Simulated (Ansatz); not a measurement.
## PbSe: pressure and energy less free atoms against volume per atom

Periodic Kohn-Sham DFT of a crystal at fixed atoms; pressure and stress are positive in compression; the energy is the free energy less that of spherical unpolarised free atoms; site moments are those in the method's own spheres, positive along +z. The results are calculated, by Ansatz 0.2.0.

Cell of the first row (space group Fm-3m, No. 225):
```
CELL_PARAMETERS angstrom
0.00000 3.01020 3.01020
3.01020 0.00000 3.01020
3.01020 3.01020 0.00000
ATOMIC_POSITIONS crystal
Pb 0.00000 0.00000 0.00000
Se 0.50000 0.50000 0.50000
```

Settings of every row: method all-electron LAPW; functional PBE; relativity scalar; k mesh 7x7x7; filling fermi-dirac; smearing width 0.02 eV; basis error target 0.5 meV/atom; nucleus gaussian.

Atom start moment: 0 on all atoms.

Limits: no spin-orbit coupling on heavy atoms.

Limits of some rows: small gap, it may come from the mesh (row 3).

```
row  volume per atom (Å³)  pressure (GPa)  energy less free atoms (eV/atom)
  1                27.277           5.509                           -4.0464
  2                27.995             3.8                           -4.0672
  3                28.713               ?                                 ?
  4                29.431           0.977                            -4.088
  5                30.149          -0.184                           -4.0897
```

Question: what pressure and energy less free atoms should row 3 give?

Worked fit of pressure. Take u = (V_r/V)^(2/3) − 1 with V_r = 28.713 Å³ an atom, which is twice the finite (Eulerian) strain; such expansions in the strain, on which the Birch-Murnaghan equation of state is built, carry the rest volume and the bulk modulus. The shown rows have u = 0.0348, 0.01703, -0.01633, -0.03201. Least squares give pressure = 2.2972 + 84.569 × u + 221.28 × u² GPa; a straight line predicts inner rows, each left out in turn, worse (root mean square 0.14 against 0.0043 GPa). The rows lie off it by 0.001, -0.002, 0.002, -0.001. The pressure vanishes at u = -0.0294, or V = 30.03 Å³ an atom, and there the bulk modulus at fixed shape and fractions is B = −V dP/dV = (2/3)(1 + u) dP/du = 46.3 GPa. The withheld row has u = 0, so the fit gives 2.2972 + 84.569 × (0) + 221.28 × (0)² = 2.297 GPa.

The calculation gave 2.298 GPa. The fit lies 0.001 GPa (0.018 % of the column's range) below it, one unit of the last digit.

Worked fit of energy less free atoms. Take u = (V_r/V)^(2/3) − 1 with V_r = 28.713 Å³ an atom, which is twice the finite (Eulerian) strain; such expansions in the strain, on which the Birch-Murnaghan equation of state is built, carry the rest volume and the bulk modulus. The shown rows have u = 0.0348, 0.01703, -0.01633, -0.03201. Least squares give energy less free atoms = −4.08077 + 0.618 × u + 10.61 × u² eV/atom; a straight line predicts inner rows, each left out in turn, worse (root mean square 0.0068 against 8.2e-05 eV/atom). All shown rows lie on it to the printed digit. Its lowest point lies at u = -0.0291, or V = 30.01 Å³ an atom, and the curvature there gives the bulk modulus at fixed shape and fractions, B = (4/9)(1 + u)² E″(u)/V = 47.5 GPa. The withheld row has u = 0, so the fit gives −4.08077 + 0.618 × (0) + 10.61 × (0)² = -4.0808 eV/atom.

The calculation gave -4.0807 eV/atom. The fit lies 0.0001 eV/atom (0.23 % of the column's range) below it, one unit of the last digit.
